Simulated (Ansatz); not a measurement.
# TiAl2: the cost of one run

Method: DFT r2SCAN, scalar-relativistic, plane waves, PAW, in Ansatz 0.2.0.

4 further runs of the same task are left out: 1 that didn't finish, 3 set aside as unsound or not needed.

**1. The structure to begin with**

The structure is orthorhombic, space group Cmmm (No. 65). The conventional cell has a = 3.913 Å, b = 12.068 Å, c = 3.993 Å, α = 90.00°, β = 90.00°, γ = 90.00°. Around Ti (site symmetry m2m) lie 10 Al at 2.72 to 2.87 Å and 2 Ti at 2.99 Å. Al (site symmetry mmm) is surrounded by 4 Ti at 2.72 Å and 8 Al at 2.80 to 2.88 Å. Al (site symmetry m2m) is surrounded by 6 Al at 2.71 to 2.88 Å and 6 Ti at 2.80 to 2.87 Å. Around Al (site symmetry mmm) lie 4 Ti at 2.75 Å and 8 Al at 2.80 to 2.86 Å.

As a file:

```xyz
6
Lattice="1.9567 -6.0339 0.0000 1.9567 6.0339 0.0000 0.0000 0.0000 3.9929" Properties=species:S:1:pos:R:3 pbc="T T T"
Ti    1.9567   -1.8876    0.0000
Ti    1.9567    1.8876    0.0000
Al    0.0000    0.0000    0.0000
Al    1.9567   -3.9513    1.9964
Al    1.9567    3.9513    1.9964
Al    1.9567    0.0000    1.9964
```

This cell was relaxed beforehand with the same method: volume 15.71 Å³/atom, gap on the mesh none (metal).

**2. Static run: bands, density of states and charges**

input.yaml

```yaml
crystal:
  lattice:
    - [1.9566755058, -6.0339436915, 0.0]
    - [1.9566755058, 6.0339436915, 0.0]
    - [0.0, 0.0, 3.9928634813]
  atoms:
    - { symbol: Ti, position: [0.6564175581, 0.3435824419, 0.0] }
    - { symbol: Ti, position: [0.3435824419, 0.6564175581, 0.0] }
    - { symbol: Al, position: [0.0, 0.0, 0.0] }
    - { symbol: Al, position: [0.8274221863, 0.1725778137, 0.5] }
    - { symbol: Al, position: [0.1725778137, 0.8274221863, 0.5] }
    - { symbol: Al, position: [0.5, 0.5, 0.5] }
basis:
  ecutwfc: 500
kpoints:
  mp_grid: { grid: [10, 10, 10] }
  band_path:
    path:
      - [[0.0, 0.0, 0.0], [-0.5, 0.5, 0.0], [-0.27628906, 0.72371094, 0.0]]
      - [[0.27628906, 0.27628906, 0.0], [0.0, 0.0, 0.0], [0.0, 0.0, 0.5], [0.27628906, 0.27628906, 0.5]]
      - [[-0.27628906, 0.72371094, 0.5], [-0.5, 0.5, 0.5], [-0.5, 0.5, 0.0]]
      - [[0.0, 0.0, 0.0], [0.0, 0.5, 0.0], [0.0, 0.5, 0.5], [0.0, 0.0, 0.5], [-0.5, 0.5, 0.5]]
    npoints: 14
hamiltonian:
  xc: r2scan
scf:
  occupations: { method: gaussian, width: 0.1 }
  n_extra_bands: 15
output:
  forces: true
  stress: true
  eigenvalues: true
  populations: true
  dos: { projected: true, de: 0.02, nscf_kmesh: { grid: [15, 15, 15] } }
  bader: true
  write_density: true
  write_potential: true
  elf: true
  volumetric_format: npy
```

Launch:

```
$ ansatz run input.yaml --threads 1 --pin off --max-ram 2560MiB --backend cpu --events-out ev --progress --plain --runs-dir out
```

**Question.** How long does this run take on 1 thread of Arm Neoverse V1, shared host, and how much memory does it need?

About 4.2 min, with a peak of 1.5 GiB.
